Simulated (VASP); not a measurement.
# SnS2 (Berndtite-2T) (P-3m1) in VASP: a series of runs, part 2 of 2

VASP 6.6.1. The steps go on from the part before.

## Step 4: Relaxation of cell and atoms, PBE+D3(BJ), target pressure 1.2 GPa, at which the enthalpy is minimised

File INCAR:

```
SYSTEM = SnS2
  PREC = Accurate
  ENCUT = 600
  EDIFF = 1E-6
  ISMEAR = 0
  SIGMA = 0.03
  LREAL = .False.
  LASPH = .True.
  NELM = 80
  ALGO = Normal
  ISIF = 3
  LWAVE = .False.
  LCHARG = .False.
  GGA = PE
  IVDW = 12
  IBRION = 2
  NSW = 90
  EDIFFG = -0.01
  PSTRESS = 12.0
```

File KPOINTS:

```
regular mesh
0
Gamma
  9 9 5
  0 0 0
```

File POSCAR:

```
SnS2
1.0
    3.6390000000      0.0000000000      0.0000000000
   -1.8195000000      3.1514664444      0.0000000000
    0.0000000000      0.0000000000      5.8680000000
Sn S
1 2
Direct
    0.0000000000      0.0000000000      0.0000000000
    0.3333333333      0.6666666667      0.2500000000
    0.6666666667      0.3333333333      0.7500000000
```

Potentials or basis: VASP PAW PBE potentials, release 64 (Sn_d, S).

Command:

```bash
cat potpaw_PBE.64/Sn_d/POTCAR potpaw_PBE.64/S/POTCAR > POTCAR
mpirun -np 1 vasp_std > vasp.out
```

OUTCAR:

```text
SYSTEM = SnS2
   PREC = Accurate
   ENCUT = 600
   EDIFF = 1E-6
   ISMEAR = 0
   LREAL = .False.
   LASPH = .True.
   NELM = 80
   ISIF = 3
   GGA = PE
   IVDW = 12
   IBRION = 2
   NSW = 90
   EDIFFG = -0.01
   PSTRESS = 12.0
 IVDW          = 12

 ion  position               nearest neighbor table
   1  0.000  0.000  0.000-   2 2.56   3 2.56   3 2.56   2 2.56   3 2.56   2 2.56
   2  0.333  0.667  0.250-   1 2.56   1 2.56   1 2.56
   3  0.667  0.333  0.750-   1 2.56   1 2.56   1 2.56

  LATTYP: Found a hexagonal cell.
 ALAT       =     3.6390000000
 C/A-ratio  =     1.6125309151

  Lattice vectors:

 A1 = (   3.6390000000,   0.0000000000,   0.0000000000)
 A2 = (  -1.8195000000,   3.1514664444,   0.0000000000)
 A3 = (   0.0000000000,   0.0000000000,   5.8680000000)

Analysis of symmetry for initial positions (statically):
=====================================================================
 Subroutine PRICEL returns:
 Original cell was already a primitive cell.

 Routine SETGRP: Setting up the symmetry group for a
 hexagonal supercell.

 Subroutine GETGRP returns: Found 12 space group operations
 (whereof 12 operations were pure point group operations)
 out of a pool of 24 trial point group operations.

The static configuration has the point symmetry D_3d.

Analysis of symmetry for dynamics (positions and initial velocities):
=====================================================================
 Subroutine PRICEL returns:
 Original cell was already a primitive cell.

 Routine SETGRP: Setting up the symmetry group for a
 hexagonal supercell.

 Subroutine GETGRP returns: Found 12 space group operations
 (whereof 12 operations were pure point group operations)
 out of a pool of 24 trial point group operations.

The dynamic configuration has the point symmetry D_3d.

 Subroutine INISYM returns: Found 12 space group operations
 (whereof 12 operations are pure point group operations),
 and found     1 'primitive' translations

----------------------------------------------------------------------------------------

                                     Primitive cell

  volume of cell :      67.2953

  direct lattice vectors                    reciprocal lattice vectors
     3.639000000  0.000000000  0.000000000     0.274800769  0.158656298  0.000000000
    -1.819500000  3.151466444  0.000000000     0.000000000  0.317312596  0.000000000
     0.000000000  0.000000000  5.868000000     0.000000000  0.000000000  0.170415815

  length of vectors
     3.639000000  3.639000000  5.868000000     0.317312596  0.317312596  0.170415815

  position of ions in fractional coordinates (direct lattice)
     0.000000000  0.000000000  0.000000000
     0.333333333  0.666666667  0.250000000
     0.666666667  0.333333333  0.750000000

  ion indices of the primitive-cell ions
   primitive index   ion index
                 1           1
                 2           2
                 3           3

----------------------------------------------------------------------------------------

 KPOINTS: regular mesh

Automatic generation of k-mesh.
 Grid dimensions read from file:
 generate k-points for:    9    9    5

 Generating k-lattice:

  Cartesian coordinates                     Fractional coordinates (reciprocal lattice)
     0.030533419  0.017628478  0.000000000     0.111111111  0.000000000  0.000000000
     0.000000000  0.035256955  0.000000000     0.000000000  0.111111111  0.000000000
     0.000000000  0.000000000  0.034083163     0.000000000  0.000000000  0.200000000

  Length of vectors
     0.035256955  0.035256955  0.034083163

  Shift w.r.t. Gamma in fractional coordinates (k-lattice)
     0.000000000  0.000000000  0.000000000

 Subroutine IBZKPT returns following result:
 ===========================================

 Found     50 irreducible k-points:

 Following reciprocal coordinates:
            Coordinates               Weight
  0.000000  0.000000  0.000000      1.000000
  0.111111  0.000000  0.000000      6.000000
  0.222222  0.000000  0.000000      6.000000
  0.333333  0.000000  0.000000      6.000000
  0.444444  0.000000  0.000000      6.000000
  0.111111  0.111111  0.000000      6.000000
[... 16 lines left out ...]
  0.222222  0.111111  0.200000     12.000000
 -0.111111  0.333333  0.200000     12.000000
 [... further k-points ...]
   k-points           NKPTS =     50   k-points in BZ     NKDIM =     50   number of bands    NBANDS=     17
   number of dos      NEDOS =    301   number of ions     NIONS =      3
   total plane-waves  NPLWV =  43200
   dimension x,y,z NGX =    30 NGY =   30 NGZ =   48
   dimension x,y,z NGXF=    60 NGYF=   60 NGZF=   96
   ions per type =               1   2
   NGX,Y,Z   is equivalent  to a cutoff of  13.71, 13.71, 13.60 a.u.
   NGXF,Y,Z  is equivalent  to a cutoff of  27.41, 27.41, 27.20 a.u.
 SYSTEM =  SnS2
   PREC   = accura    normal or accurate (medium, high low for compatibility)
   ISTART =      0    job   : 0-new  1-cont  2-samecut
   ICHARG =      2    charge: 1-file 2-atom 10-const
   ISPIN  =      1    spin polarized calculation?
   LNONCOLLINEAR =      F non collinear calculations
   LSORBIT =      F    spin-orbit coupling
   LASPH  =      T    aspherical Exc in radial PAW
   ENCUT  =  600.0 eV  44.10 Ry    6.64 a.u.   7.27  7.27 11.72*2*pi/ulx,y,z
   NELM   =     80;   NELMIN=  2; NELMDL= -5     # of ELM steps
   EDIFF  = 0.1E-05   stopping-criterion for ELM
   LREAL  =      F    real-space projection
   EDIFFG = -.1E-01   stopping-criterion for IOM
   NSW    =     90    number of steps for IOM
   IBRION =      2    ionic relax: 0-MD 1-quasi-New 2-CG
   NFREE  =      1    steps in history (QN), initial steepest desc. (CG)
   ISIF   =      3    stress and relaxation
   ISYM   =      2    0-nonsym 1-usesym 2-fastsym
   POTIM  = 0.5000    time-step for ionic-motion
   TEBEG  =    0.0;   TEEND  =   0.0 temperature during run
   PSTRESS=   12.0 pullay stress
   NELECT =      26.0000    total number of electrons
   NUPDOWN=      -1.0000    fix difference up-down
   EMIN   =  10.00;   EMAX   =-10.00  energy-range for DOS
   EFERMI =   0.00;   METHOD = LEGACY
   ISMEAR =     0;   SIGMA  =   0.03  broadening in eV -4-tet -1-fermi 0-gaus
   EFERMI_NEDOS =   21; number of points for ismear=-14 and -15
   IALGO  =     38    algorithm
   IMIX   =      4    mixing-type and parameters
     AMIX     =   0.40;   BMIX     =  1.00
     AMIX_MAG =   1.60;   BMIX_MAG =  1.00
  volume/ion in A,a.u.               =      22.43       151.38
  Fermi-wavevector in a.u.,A,eV,Ry     =   1.192352  2.253218 19.343434  1.421702
  Thomas-Fermi vector in A             =   2.328392
   LORBIT       =      0    0 simple, 1 ext, 2 COOP (PROOUT), +10 PAW based schemes
   GGA     = PE    functional components
   LHFCALC =     F    Hartree Fock is set to
   AEXX    =    0.0000 exact exchange contribution
   IVDW    =    12    specifies the selected vdW correction
   LEPSILON=     F    determine dielectric tensor
   LRPA    =     F    only Hartree local field effects (RPA)
 conjugate gradient relaxation of ions
 non-spin polarized calculation
 Gauss-broadening in eV      SIGMA  =   0.03
  energy-cutoff  :      600.00
  volume of cell :       67.30
 maximum number of plane-waves:      2297
 NGX is ok and might be reduce to    30
   NGX = 15   NGY = 15   NGZ = 23

--------------------------------------- Ionic step        1  -------------------------------------------

 number of electron      25.9999995 magnetization

 Free energy of the ion-electron system (eV)
  ---------------------------------------------------
  ext. energy  EPLUGINS =         0.00000000
  ---------------------------------------------------
  free energy    TOTEN  =       -13.13939870 eV

  energy without entropy =      -13.13939870  energy(sigma->0) =      -13.13939870

------------------------ aborting loop because EDIFF is reached ----------------------------------------

 Edisp (eV)   -0.98983

 E8    (eV) :    -0.4043
[... 116 lines left out ...]
  energy  without entropy=      -14.1362741552  energy(sigma->0) =      -14.13627416

  enthalpy is  TOTEN    =       -13.6283709034 eV   P V=        0.5079032518

 E-fermi :   5.9233     XC(G=0): -10.0130

 val. band max:        5.7653421375   @ k =   0.1111   0.0000   0.0000
 cond. band min:       6.8908879031   @ k =   0.0000   0.4444   0.4000
 fundamental gap:      1.1255457656
 Fermi energy:         5.9232738639

 k-point     1 :       0.0000    0.0000    0.0000
  band No.  band energies     occupation
      1     -15.4606      2.00000
      2     -15.4606      2.00000
      3     -15.4150      2.00000
      4     -15.3866      2.00000
      5     -15.3866      2.00000
      6      -8.4721      2.00000
[... 459 lines left out ...]
      6      -7.4453      2.00000
[... 9 lines left out ...]
     16      11.4891      0.00000
     17      12.5848      0.00000

 [... further k-points ...]

[... ionic steps 4 to 8 ...]

--------------------------------------- Ionic step        9  -------------------------------------------

 number of electron      25.9999994 magnetization

------------------------ aborting loop because EDIFF is reached ----------------------------------------
[... 81 lines left out ...]
--------------------------------------- Ionic step       11  -------------------------------------------

 number of electron      25.9999993 magnetization

 Free energy of the ion-electron system (eV)
  ---------------------------------------------------
  ext. energy  EPLUGINS =         0.00000000
  ---------------------------------------------------
  free energy    TOTEN  =       -13.10293445 eV

  energy without entropy =      -13.10293445  energy(sigma->0) =      -13.10293445

 E-fermi :   5.5683     XC(G=0):  -9.8800

 val. band max:        5.4358096765   @ k =   0.0000   0.0000   0.0000
 cond. band min:       6.6085201909   @ k =   0.0000   0.4444   0.4000
 fundamental gap:      1.1727105144
 Fermi energy:         5.5683028481

 k-point     1 :       0.0000    0.0000    0.0000
  band No.  band energies     occupation
      1     -15.7444      2.00000
      2     -15.7444      2.00000
      3     -15.7033      2.00000
      4     -15.6757      2.00000
      5     -15.6757      2.00000
      6      -8.6578      2.00000
[... 509 lines left out ...]
  energy  without entropy=      -14.1297994118  energy(sigma->0) =      -14.12979941

  enthalpy is  TOTEN    =       -13.6418550153 eV   P V=        0.4879443965

 reached required accuracy - stopping structural energy minimisation
```

OSZICAR:

```text
N       E                     dE             d eps       ncg     rms          rms(c)
DAV:   1     0.214627826604E+03    0.21463E+03   -0.13795E+04  1712   0.202E+03
[... 98 lines left out ...]
DAV:   1    -0.131068741932E+02   -0.92735E-02   -0.13988E-01  1966   0.412E+00    0.353E-01
DAV:   2    -0.131040473232E+02    0.28269E-02   -0.98794E-03  2138   0.134E+00    0.204E-01
DAV:   3    -0.131030273243E+02    0.10200E-02   -0.23097E-03  2193   0.686E-01    0.733E-02
DAV:   4    -0.131029464502E+02    0.80874E-04   -0.26260E-04  2440   0.176E-01    0.340E-02
DAV:   5    -0.131029368156E+02    0.96346E-05   -0.33124E-05  2518   0.648E-02    0.145E-02
DAV:   6    -0.131029344020E+02    0.24136E-05   -0.96032E-06  2121   0.366E-02    0.260E-03
DAV:   7    -0.131029344530E+02   -0.51036E-07   -0.93925E-07  1074   0.107E-02
  11 F= -.13641855E+02 E0= -.13641855E+02  d E =-.327439E-03
```

Wall time 6.2 min (1 thread of Intel Xeon Platinum 8488C (Sapphire Rapids), shared host); peak memory 0.26 GiB.

What came out:

```yaml
Free_energy: -14.1298 eV
Relaxed_volume: 21.72 Å³/atom
Relaxed_cell: a = 3.652 Å, b = 3.652 Å, c = 5.640 Å, α = 90.00°, β = 90.00°, γ = 120.00°
Space_group_after_relaxing_to_0.05_Å: P-3m1 (No. 164)
Energy_change_on_relaxing_the_enthalpy_is_what_falls: -0.2 meV/atom
Ionic_steps: 11
Pressure_after_relaxing: 1.2 GPa
Band_gap_on_the_k_mesh: 1.17 eV, indirect (least direct gap 1.64 eV)
Dispersion_energy_per_atom: -0.342 eV
```

Forces on the atoms (eV/Å):
```
Sn   0.000  0.000  0.000
S    0.000  0.000 -0.003
S    0.000  0.000  0.003
```

Step by step:
```
step  energy change (eV)  largest force (eV/Å)  pressure (GPa)  volume (Å³)
   1              0.0000                0.2533            1.72        67.30
   2             -0.0081                0.0252            0.27        68.00
   3             -0.0070                0.0850            0.66        67.81
   4             -0.0072                0.0700            0.74        67.39
   5             -0.0047                0.0240            1.12        66.13
   6              0.0170                0.0759            2.16        63.62
   7              0.0004                0.0008            1.54        65.21
   8             -0.0016                0.0887            0.63        65.42
   9             -0.0016                0.0490            1.00        65.32
  10              0.0013                0.0504            1.44        64.95
  11             -0.0006                0.0026            1.21        65.15
```

Final structure:
```
Sn S
1.0
     3.65202    0.00000    0.00000
    -1.82601    3.16274    0.00000
     0.00000    0.00000    5.64030
Sn S
1 2
Direct
  0.00000 0.00000 0.00000
  0.33333 0.66667 0.26191
  0.66667 0.33333 0.73809
```

Caveat: the cell is relaxed towards a set pressure, so the enthalpy falls and the energy may rise; spin-orbit coupling is left out, which moves the levels of the heavy elements; an odd mesh through Γ misses points on the zone boundary, where band edges often lie.

## Step 5: Relaxation of cell and atoms, PBE+D3(BJ), target pressure 1.2 GPa, at which the enthalpy is minimised

This run uses another cell than the first one, of 21.72 Å³/atom, 0.968 times its volume.

Changes to INCAR since step 4:

```diff
@@ -3,3 +3,3 @@
   ENCUT = 600
-  EDIFF = 1E-6
+  EDIFF = 1E-7
   ISMEAR = 0
@@ -17,3 +17,3 @@
   NSW = 90
-  EDIFFG = -0.01
+  EDIFFG = -0.005
   PSTRESS = 12.0
```

KPOINTS is that of step 4.

File POSCAR:

```
SnS2                                    
1.0
    3.6520232341      0.0000000000      0.0000000000
   -1.8260116170      3.1627448960      0.0000000000
    0.0000000000      0.0000000000      5.6402970367
  Sn              S             
     1     2
Direct
     0.0000000000000000    0.0000000000000000    0.0000000000000000
     0.3333333332999970    0.6666666667000030    0.2619096813473676
     0.6666666667000030    0.3333333332999970    0.7380903186526324
```

Command:

```bash
cat potpaw_PBE.64/Sn_d/POTCAR potpaw_PBE.64/S/POTCAR > POTCAR
mpirun -np 1 vasp_std > vasp.out
```

It took 79 s on 1 thread of Intel Xeon Platinum 8488C (Sapphire Rapids), shared host; peak memory 0.24 GiB.

It converged, with:

```
Free energy                : -14.1297 eV
Pressure after relaxing    : 1.2 GPa
Band gap on the k mesh     : 1.17 eV, indirect (least direct gap 1.64 eV)
Dispersion energy per atom : -0.342 eV
```

Forces in eV/Å, atoms in the order of the input:
```
Sn   0.000  0.000  0.000
S    0.000  0.000 -0.002
S    0.000  0.000  0.002
```

Final structure:
```cif
data_structure
_symmetry_space_group_name_H-M 'P 1'
_symmetry_Int_Tables_number 1
_cell_length_a 3.6520
_cell_length_b 3.6520
_cell_length_c 5.6403
_cell_angle_alpha 90.000
_cell_angle_beta 90.000
_cell_angle_gamma 120.000
_cell_volume 65.15
loop_
_atom_site_label
_atom_site_type_symbol
_atom_site_fract_x
_atom_site_fract_y
_atom_site_fract_z
_atom_site_occupancy
Sn1 Sn 0.00000 0.00000 0.00000 1
S1 S 0.33333 0.66667 0.26191 1
S2 S 0.66667 0.33333 0.73809 1
```

Levels at points of the mesh, in eV from the valence-band top:
| k point | band 10 | band 11 | band 12 | band 13 | band 14 | band 15 | band 16 | band 17 |
| --- | --- | --- | --- | --- | --- | --- | --- | --- |
| (0.00, 0.00, 0.00) | -0.87 | -0.68 | -0.68 | 0.00 | 1.64 | 3.39 | 5.24 | 5.24 |

Caveat: the relaxation stopped at its first step, so nothing moved; the cell is relaxed towards a set pressure, so the enthalpy falls and the energy may rise; spin-orbit coupling is left out, which moves the levels of the heavy elements; an odd mesh through Γ misses points on the zone boundary, where band edges often lie.
